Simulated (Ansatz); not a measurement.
Input of an Ansatz 0.2.0 run:

input.yaml

```yaml
crystal:
  lattice:
    - [0.0, 3.06065, 3.06065]
    - [3.06065, 0.0, 3.06065]
    - [3.06065, 3.06065, 0.0]
  atoms:
    - { symbol: Pb, position: [0.0, 0.0, 0.0] }
    - { symbol: Se, position: [0.5, 0.5, 0.5] }
hamiltonian:
  xc: pbesol
  pseudopotentials: { kind: paw }
kpoints:
  mp_grid: { grid: [8, 8, 8] }
scf:
  occupations: { method: fermi_dirac, width: 0.05 }
output:
  forces: true
  stress: true
relax:
  f_tol: 0.01
  max_steps: 40
  cell: { stress_tol: 0.05 }
```

Potentials or basis: Ansatz PAW.

Launch:

```console
$ ansatz run input.yaml --threads 2 --pin off --max-ram 5632MiB --backend cpu --events-out ev --progress --plain --runs-dir out
```

(1) Predict the relaxed cell.

(2) Predict the relaxed volume.

(3) Predict the space group after relaxing (to 0.05 Å).

Answers

(1) a = 4.315 Å, b = 4.315 Å, c = 4.315 Å, α = 60.00°, β = 60.00°, γ = 60.00°.

(2) 28.40 Å³/atom.

(3) Fm-3m (No. 225).

Caveat: the PAW data sets come from PBE, with cores solved anew for the run's functional, which leaves a small shift of forces and pressure.

The cell as given is a measured one (28.67 Å³/atom); PBEsol puts the equilibrium volume -1.0 % from it, thermal expansion not counted.
